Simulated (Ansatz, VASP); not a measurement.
## Pb: VASP beside Ansatz

```
Pb
1.0
     3.25594    0.00000    0.00000
     0.00000    3.25594    0.00000
     0.00000    0.00000    3.25594
Pb
1
Cartesian
  0.0000 0.0000 0.0000
```

This isn't the form of Pb at room conditions, which is fcc.

Alike in both runs: task single point; functional PBE; k mesh 11 × 11 × 11; occupations fermi-dirac, width 0.08 eV; no spin polarisation.

```csv
,VASP,Ansatz
version,VASP 6.6.1,Ansatz 0.2.0
potentials or method,"VASP PAW PBE potentials, release 64 (Pb_d), cutoff 520 eV","all-electron LAPW, scalar-relativistic"
```

VASP gave:

```
pressure (GPa) : -0.1
```

Problem. What did Ansatz give for the same quantities?

Solution. Pressure (GPa): 0.0.

Ansatz ran all-electron here, so the differences hold the error of VASP's frozen core and of both bases.

Spin-orbit coupling is left out, which matters for the levels of Pb.
